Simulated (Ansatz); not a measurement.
# TaN: stress in a strained cell

TaN is deformed so: equal xx and yy strain of +3 %. What stress and forces result, by LAPW, PAW and all-electron datasets made for the crystal?

Program: Ansatz 0.2.0. Level of theory: DFT PBEsol, scalar-relativistic. These are calculated values, not measurements.

**1. The structure to begin with**

The structure is hexagonal, space group P6_3/mmc (No. 194). Conventional cell: a = 3.048 Å, b = 3.048 Å, c = 4.918 Å, α = 90.00°, β = 90.00°, γ = 120.00°. Ta (site symmetry -3m) has 6 N at 2.15 Å and 2 Ta at 2.46 Å as nearest neighbours. N (site symmetry -6m2) has 6 Ta at 2.15 Å as nearest neighbours.

Coordinates:

```cif
data_structure
_symmetry_space_group_name_H-M 'P6_3/mmc'
_symmetry_Int_Tables_number 194
_cell_length_a 3.0480
_cell_length_b 3.0480
_cell_length_c 4.9180
_cell_angle_alpha 90.000
_cell_angle_beta 90.000
_cell_angle_gamma 120.000
_cell_volume 39.57
loop_
_atom_site_label
_atom_site_type_symbol
_atom_site_symmetry_multiplicity
_atom_site_Wyckoff_symbol
_atom_site_fract_x
_atom_site_fract_y
_atom_site_fract_z
_atom_site_occupancy
Ta1 Ta 2 a 0.00000 0.00000 0.00000 1
N1 N 2 c 0.33333 0.66667 0.25000 1
```

The file gives the conventional cell by its symmetry; the runs use the cell typed in the input.

Atoms are numbered in the order of the input: Ta1, Ta2, N3, N4.

**2. The deformed structure**

Space group P6_3/mmc before, P6_3/mmc after.

**3. Full-potential LAPW**

The input, input.yaml:

```yaml
crystal:
  lattice:
    - [3.139442038, 0.0, 0.0]
    - [-1.569721019, 2.7188365585, 0.0]
    - [0.0, 0.0, 4.918]
  atoms:
    - { symbol: Ta, position: [0.0, 0.0, 0.0] }
    - { symbol: Ta, position: [0.0, 0.0, 0.5] }
    - { symbol: "N", position: [0.3333333333, 0.6666666667, 0.25] }
    - { symbol: "N", position: [0.6666666667, 0.3333333333, 0.75] }
kpoints:
  mp_grid: { grid: [9, 9, 5] }
  band_path:
    path:
      - [0.0, 0.0, 0.0]
      - [0.5, 0.0, 0.0]
      - [0.3333333333, 0.3333333333, 0.0]
      - [0.0, 0.0, 0.0]
      - [0.0, 0.0, 0.5]
      - [0.5, 0.0, 0.5]
      - [0.3333333333, 0.3333333333, 0.5]
      - [0.0, 0.0, 0.5]
      - [0.5, 0.0, 0.5]
    npoints: 5
scf:
  occupations: { method: fermi_dirac, width: 0.01 }
hamiltonian:
  xc: pbesol
  pseudopotentials: { kind: all_electron, lapw: { basis_error: 0.0005 } }
output:
  forces: true
  stress: true
  eigenvalues: true
```

The run is started by

```console
$ ansatz run input.yaml --threads 1 --pin off --max-ram 6144MiB --backend cpu --events-out ev --progress --plain --runs-dir out
```

**4. PAW on the default files**

The input, input.yaml:

```yaml
crystal:
  lattice:
    - [3.139442038, 0.0, 0.0]
    - [-1.569721019, 2.7188365585, 0.0]
    - [0.0, 0.0, 4.918]
  atoms:
    - { symbol: Ta, position: [0.0, 0.0, 0.0] }
    - { symbol: Ta, position: [0.0, 0.0, 0.5] }
    - { symbol: "N", position: [0.3333333333, 0.6666666667, 0.25] }
    - { symbol: "N", position: [0.6666666667, 0.3333333333, 0.75] }
kpoints:
  mp_grid: { grid: [9, 9, 5] }
scf:
  occupations: { method: fermi_dirac, width: 0.01 }
hamiltonian:
  xc: pbesol
  pseudopotentials: { kind: paw }
output:
  forces: true
  stress: true
  eigenvalues: true
  efg: { contact_densities: true }
```

**5. All-electron PAW on datasets made for the crystal**

Edit input.yaml of step 4 so:

```diff
@@ -16,3 +16,3 @@
   xc: pbesol
-  pseudopotentials: { kind: paw }
+  pseudopotentials: { kind: all_electron, datasets: crystal }
 output:
```

(Steps that only read results are left out.)

Q: Predict the outcome of this session. Wanted: pressure; largest shear or deviatoric stress.

**Answer**, as computed:

| quantity | value |
| --- | --- |
| pressure | LAPW 24.31, PAW 24.63, crystal datasets 24.31 GPa |
| largest shear or deviatoric stress (LAPW) | 50.16 GPa |

The largest part of the stress beyond the pressure is 50.16 GPa in size, in the zz component; the atoms are carried along and not relaxed. No run of the undeformed cell stands beside it, so the pressure holds what the given cell had before the change. PAW: stress within 0.55 GPa of LAPW. Crystal datasets: stress within 0.01 GPa of LAPW. Spin-orbit coupling is left out, though the cell holds Ta; in elements this heavy it can shift bands and gaps by tenths of an eV.
